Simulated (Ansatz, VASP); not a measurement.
Two plane-wave programs on In2Pd

Contents of POSCAR:

```
In2Pd
1.0
    0.0000000000      3.3486790000      0.0000000000
    3.3486790000      0.0000000000      0.0000000000
    1.6743390000      1.6743390000     -6.0143860000
In Pd
2 1
Direct
    0.3400000000      0.3400000000      0.3200000000
    0.6600000000      0.6600000000      0.6800000000
    0.0000000000      0.0000000000      0.0000000000
```

File INCAR.step1:

```
  ALGO = Normal
  EDIFF = 1E-4
  ENCUT = 520
  GGA = PE
  ISMEAR = -1
  LASPH = True
  LCHARG = False
  LREAL = False
  LWAVE = True
  NBANDS = 25
  NELM = 100
  PREC = Accurate
  SIGMA = 0.1
```

File INCAR.step2:

```
  ALGO = Normal
  EDIFF = 1E-6
  ENCUT = 520
  ISIF = 2
  ISMEAR = -1
  ISTART = 1
  LASPH = True
  LCHARG = False
  LMIXTAU = True
  LREAL = False
  LWAVE = False
  METAGGA = R2SCAN
  NBANDS = 25
  NELM = 100
  PREC = Accurate
  SIGMA = 0.1
```

KPOINTS

```
k-points
0
Gamma
  6 6 6
```

Input for Ansatz:

```yaml
crystal:
  lattice:
    - [0.0, 3.348679, 0.0]
    - [3.348679, 0.0, 0.0]
    - [1.674339, 1.674339, -6.014386]
  atoms:
    - { symbol: In, position: [0.34, 0.34, 0.32] }
    - { symbol: In, position: [0.66, 0.66, 0.68] }
    - { symbol: Pd, position: [0.0, 0.0, 0.0] }
  symmetry: { tolerance: 0.0003 }
kpoints:
  mp_grid: { grid: [6, 6, 6], shift: [0, 0, 0] }
magnetization:
  spin_polarized: false
scf:
  occupations: { method: fermi_dirac }
hamiltonian:
  pseudopotentials: { kind: paw }
  xc: r2scan
basis:
  ecutwfc: 500
output:
  forces: true
  stress: true
  eigenvalues: true
  write_density: true
  write_potential: true
  elf: true
  volumetric_format: npy
```

The cell was built by a generator and needn't be a form met in nature.

Alike in both runs: task single point; functional r2SCAN; k mesh 6 × 6 × 6; no spin polarisation.

|  | VASP | Ansatz |
| --- | --- | --- |
| version | VASP 6.6.1 | Ansatz 0.2.0 |
| potentials or method | VASP PAW PBE potentials, release 64 (In_d, Pd) | PAW plane waves |
| plane-wave cutoff (eV) | 520 | 500 |
| occupations | fermi-dirac, width 0.1 eV | fermi-dirac |
| valence electrons in the cell | 36 | 44 |

Ansatz gave:

```
gap on the k mesh at the Fermi level (eV)       : none
pressure (GPa)                                  : -7.3
largest component of the traceless stress (GPa) : 0.52
rms of the force components (eV/Å)              : 0.491
```

Task: What did VASP give for the same quantities?

Result: gap on the k mesh at the Fermi level (eV): none; pressure (GPa): -7.2; largest component of the traceless stress (GPa): 0.51; rms of the force components (eV/Å): 0.489.

Atom by atom the forces differ by 0.002 eV/Å (rms over components). A gap of «none» marks a metal or a gap that the smearing closes. The two sets of potentials don't hold the same shells in valence.

Caveats: the PAW data sets were made with another functional, which shifts forces and pressure a little (VASP).
